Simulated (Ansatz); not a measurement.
Results of LC-ωPBE (plane waves, PAW; Ansatz, an electronic-structure program) for rock-salt LiI.

Numerical settings: plane-wave cutoff 460 eV, 8×8×8 k mesh, Fermi–Dirac smearing 0.01 eV, scalar-relativistic PAW data made under PBE.

Response to compression and expansion:

```tsv
V (Å³/atom)	P (GPa)	direct gap at Γ (eV)
24.786	1.33	10.532
25.438	0.61	10.391
25.831	0.23	10.311
26.743	-0.55	10.137
27.395	-1.02	10.022
```

The fundamental gap (10.12 eV at the equilibrium volume, on the SCF mesh) lies elsewhere than Γ–Γ.

Spin–orbit coupling is not included; with these elements it can move the gap by several tenths of an eV or more.
